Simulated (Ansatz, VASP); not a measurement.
This is a calculation of CuO for Ansatz 0.2.0. Measurements of this composition are mostly on another form, of space group No. 15.

File input.yaml:

```yaml
crystal:
  lattice:
    - [2.83632511, 0.0, 0.0]
    - [-1.41816255, 2.4563296, 0.0]
    - [0.0, 0.0, 2.76811278]
  atoms:
    - { symbol: Cu, position: [0.0, 0.0, 0.0] }
    - { symbol: O, position: [0.6666666667, 0.3333333333, 0.5] }
hamiltonian:
  xc: pbe
  pseudopotentials: { kind: paw }
kpoints:
  mp_grid: { grid: [11, 11, 10] }
scf:
  occupations: { method: fermi_dirac, width: 0.05 }
output:
  forces: true
  stress: true
  eigenvalues: true
  write_density: true
  write_potential: true
  elf: true
  volumetric_format: npy
relax:
  f_tol: 0.01
  max_steps: 40
  cell: { stress_tol: 0.05 }
```

Potentials or basis: Ansatz PAW.

The run is started by

```console
$ ansatz run input.yaml --threads 2 --pin off --max-ram 5632MiB --backend cpu --events-out ev --progress --plain --runs-dir out
```

Set up the same calculation for VASP 6.6.1. Potentials or basis there: PBE PAW files Cu, O_h, 980 eV.

As run (cutoffs and basis follow the program's own potentials, and thresholds, step limits or extra output files can differ):

Contents of INCAR:

```
PREC = Accurate ; ENCUT = 980
EDIFF = 1E-6 ; ISMEAR = -1
SIGMA = 0.05 ; LREAL = False
LASPH = True ; NELM = 60
ALGO = Fast ; ISIF = 3
LWAVE = False ; LCHARG = False
GGA = PE ; IBRION = 2
NSW = 60 ; EDIFFG = -0.02
```

KPOINTS

```
regular mesh
0
Gamma
  11 11 10
```

POSCAR

```
CuO
1.0
    2.8363251100      0.0000000000      0.0000000000
   -1.4181625500      2.4563296000      0.0000000000
    0.0000000000      0.0000000000      2.7681127800
Cu O
1 1
Direct
    0.0000000000      0.0000000000      0.0000000000
    0.6666666667      0.3333333333      0.5000000000
```

Potentials or basis: VASP PAW PBE potentials, release 64 (Cu, O_h).

Run with:

```bash
$ cat potpaw_PBE.64/Cu/POTCAR potpaw_PBE.64/O_h/POTCAR > POTCAR
$ mpirun -np 1 vasp_std > vasp.out
```

Both were run:

|  | Ansatz | VASP |
| --- | --- | --- |
| Relaxed volume | 9.69 Å³/atom | 9.71 Å³/atom |
| Relaxed cell | a = 2.885 Å, b = 2.885 Å, c = 2.688 Å, α = 90.00°, β = 90.00°, γ = 120.00° | a = 2.887 Å, b = 2.887 Å, c = 2.690 Å, α = 90.00°, β = 90.00°, γ = 120.00° |
| Space group after relaxing | P-6m2 (No. 187) | P-6m2 (No. 187) |
| Pressure after relaxing | 0.0 GPa | -0.2 GPa |

Ansatz's pressure holds a Pulay term of +0.75 GPa for its cutoff of 420 eV, which the other run lacks.

The potentials hold 25 and 17 valence electrons a cell.

Where Ansatz's input types no cutoff or centring, it takes its own default and a Γ-centred mesh.

Pressure is positive in compression.
